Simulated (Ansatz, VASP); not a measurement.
One calculation of AlN, two programs

INCAR

```
ALGO = Fast
EDIFF = 1E-7
EDIFFG = -0.002
ENCUT = 600
GGA = PE
IBRION = 2
ISIF = 3
ISMEAR = 0
IVDW = 12
LASPH = T
LCHARG = F
LREAL = F
LWAVE = F
NELM = 100
NSW = 100
PREC = Accurate
SIGMA = 0.02
```

KPOINTS

```
k-points
0
Gamma
  9 9 6
```

File POSCAR:

```
AlN
1.0
    3.3121157400      0.0000000000      0.0000000000
   -1.6560578700      2.8683763700      0.0000000000
    0.0000000000      0.0000000000      4.1875630000
Al N
2 2
Direct
    0.3333333300      0.6666666700      0.7500000000
    0.6666666700      0.3333333300      0.2500000000
    0.3333333300      0.6666666700      0.2500000000
    0.6666666700      0.3333333300      0.7500000000
```

Input for Ansatz:

```yaml
crystal:
  lattice:
    - [3.31211574, 0.0, 0.0]
    - [-1.65605787, 2.86837637, 0.0]
    - [0.0, 0.0, 4.187563]
  atoms:
    - { symbol: Al, position: [0.33333333, 0.66666667, 0.75] }
    - { symbol: Al, position: [0.66666667, 0.33333333, 0.25] }
    - { symbol: "N", position: [0.33333333, 0.66666667, 0.25] }
    - { symbol: "N", position: [0.66666667, 0.33333333, 0.75] }
basis:
  ecutwfc: 420
kpoints:
  mp_grid: { grid: [9, 9, 6] }
hamiltonian:
  xc: pbe
  dispersion: d3bj
  pseudopotentials: { kind: paw, azcp: { folder: soft_1 } }
scf:
  occupations: { method: gaussian, width: 0.02 }
output:
  forces: true
  stress: true
  eigenvalues: true
relax:
  adjacent_minimum: "off"
  f_tol: 0.002
  max_steps: 80
  cell: { stress_tol: 0.02 }
```

Measurements of this composition are mostly on another form, of space group No. 186.

Alike in both runs: task relaxation of cell and atoms; functional PBE; dispersion D3(BJ); k mesh 9 × 9 × 6; occupations gaussian, width 0.02 eV; no spin polarisation.

```csv
,VASP,Ansatz
version,VASP 6.6.1,Ansatz 0.2.0
potentials or method,"VASP PAW PBE potentials, release 64 (Al, N)","scalar-relativistic, plane waves, PAW"
plane-wave cutoff (eV),600,420
valence electrons in the cell,16,16
```

```csv
,VASP,Ansatz,Ansatz less VASP
"gap on the k mesh at the Fermi level, each at its own relaxed structure (eV)",3.46,3.44,-0.019
relaxed volume (Å³/atom),9.71,9.72,+0.013
relaxed cell length with the largest relative difference (Å),3.291,3.293,+0.0020
energy change over the relaxation (meV/atom),-4,-3,+0.4
```
